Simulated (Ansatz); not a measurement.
An Ansatz run that asked for the observables at the nuclei.

```yaml
crystal:
  lattice:
    - [0.0, 8.14068, 8.14068]
    - [8.14068, 0.0, 8.14068]
    - [8.14068, 8.14068, 0.0]
  atoms:
    - { symbol: "N", position: [0.25, 0.25, 0.25] }
    - { symbol: Si, position: [0.250986254, 0.250986254, 0.5764951817] }
    - { symbol: Si, position: [0.250986254, 0.250986254, 0.9215323102] }
    - { symbol: Si, position: [0.250986254, 0.5764951817, 0.250986254] }
    - { symbol: Si, position: [0.2503066299, 0.5832311234, 0.5832311234] }
    - { symbol: Si, position: [0.250986254, 0.5764951817, 0.9215323102] }
    - { symbol: Si, position: [0.250986254, 0.9215323102, 0.250986254] }
    - { symbol: Si, position: [0.250986254, 0.9215323102, 0.5764951817] }
    - { symbol: Si, position: [0.2503601431, 0.916546619, 0.916546619] }
    - { symbol: Si, position: [0.5764951817, 0.250986254, 0.250986254] }
    - { symbol: Si, position: [0.5832311234, 0.2503066299, 0.5832311234] }
    - { symbol: Si, position: [0.5764951817, 0.250986254, 0.9215323102] }
    - { symbol: Si, position: [0.5832311234, 0.5832311234, 0.2503066299] }
    - { symbol: Si, position: [0.5832311234, 0.5832311234, 0.5832311234] }
    - { symbol: Si, position: [0.5832901222, 0.5832901222, 0.9167098778] }
    - { symbol: Si, position: [0.5764951817, 0.9215323102, 0.250986254] }
    - { symbol: Si, position: [0.5832901222, 0.9167098778, 0.5832901222] }
    - { symbol: Si, position: [0.5832901222, 0.9167098778, 0.9167098778] }
    - { symbol: Si, position: [0.9215323102, 0.250986254, 0.250986254] }
    - { symbol: Si, position: [0.9215323102, 0.250986254, 0.5764951817] }
    - { symbol: Si, position: [0.916546619, 0.2503601431, 0.916546619] }
    - { symbol: Si, position: [0.9215323102, 0.5764951817, 0.250986254] }
    - { symbol: Si, position: [0.9167098778, 0.5832901222, 0.5832901222] }
    - { symbol: Si, position: [0.9167098778, 0.5832901222, 0.9167098778] }
    - { symbol: Si, position: [0.916546619, 0.916546619, 0.2503601431] }
    - { symbol: Si, position: [0.9167098778, 0.9167098778, 0.5832901222] }
    - { symbol: Si, position: [0.916546619, 0.916546619, 0.916546619] }
    - { symbol: Si, position: [0.1769926136, 0.1769926136, 0.1769926136] }
    - { symbol: Si, position: [0.1769926136, 0.1769926136, 0.4690221591] }
    - { symbol: Si, position: [0.1662885621, 0.1662885621, 0.8337114379] }
    - { symbol: Si, position: [0.1769926136, 0.4690221591, 0.1769926136] }
    - { symbol: Si, position: [0.1666549116, 0.5002029209, 0.5002029209] }
    - { symbol: Si, position: [0.1666549116, 0.5002029209, 0.8329392467] }
    - { symbol: Si, position: [0.1662885621, 0.8337114379, 0.1662885621] }
    - { symbol: Si, position: [0.1666549116, 0.8329392467, 0.5002029209] }
    - { symbol: Si, position: [0.1662885621, 0.8337114379, 0.8337114379] }
    - { symbol: Si, position: [0.4690221591, 0.1769926136, 0.1769926136] }
    - { symbol: Si, position: [0.5002029209, 0.1666549116, 0.5002029209] }
    - { symbol: Si, position: [0.5002029209, 0.1666549116, 0.8329392467] }
    - { symbol: Si, position: [0.5002029209, 0.5002029209, 0.1666549116] }
    - { symbol: Si, position: [0.5, 0.5, 0.5] }
    - { symbol: Si, position: [0.5002029209, 0.5002029209, 0.8329392467] }
    - { symbol: Si, position: [0.5002029209, 0.8329392467, 0.1666549116] }
    - { symbol: Si, position: [0.5002029209, 0.8329392467, 0.5002029209] }
    - { symbol: Si, position: [0.5004064305, 0.8331978565, 0.8331978565] }
    - { symbol: Si, position: [0.8337114379, 0.1662885621, 0.1662885621] }
    - { symbol: Si, position: [0.8329392467, 0.1666549116, 0.5002029209] }
    - { symbol: Si, position: [0.8337114379, 0.1662885621, 0.8337114379] }
    - { symbol: Si, position: [0.8329392467, 0.5002029209, 0.1666549116] }
    - { symbol: Si, position: [0.8329392467, 0.5002029209, 0.5002029209] }
    - { symbol: Si, position: [0.8331978565, 0.5004064305, 0.8331978565] }
    - { symbol: Si, position: [0.8337114379, 0.8337114379, 0.1662885621] }
    - { symbol: Si, position: [0.8331978565, 0.8331978565, 0.5004064305] }
    - { symbol: Si, position: [0.8331978565, 0.8331978565, 0.8331978565] }
total_charge: 1
kpoints:
  mp_grid: { grid: [2, 2, 2] }
scf:
  occupations: { method: fermi_dirac, width: 0.01 }
hamiltonian:
  xc: r2scan
  pseudopotentials: { kind: paw }
output:
  forces: true
  stress: true
  populations: true
  efg:
    quadrupole_moments_barn: { "N": 0.02044 }
    contact_densities: true
```

```sh
ansatz run input.yaml --threads 1 --pin off --max-ram 3072MiB --backend cpu --events-out ev --progress --plain --runs-dir out
```

Task: How does the run end?

Result: It stops for lack of memory under the cap. The program says:

```
memory limit exceeded: the `energy derivatives` phase needs 3.04 GiB against the run's memory maximum of 3.00 GiB; largest carriers: converged xc re-evaluation 1.08 GiB, ion tables 0.89 GiB, unmodelled-tail allowance 0.28 GiB, density mixer 0.21 GiB, wavefunctions 0.20 GiB …
```
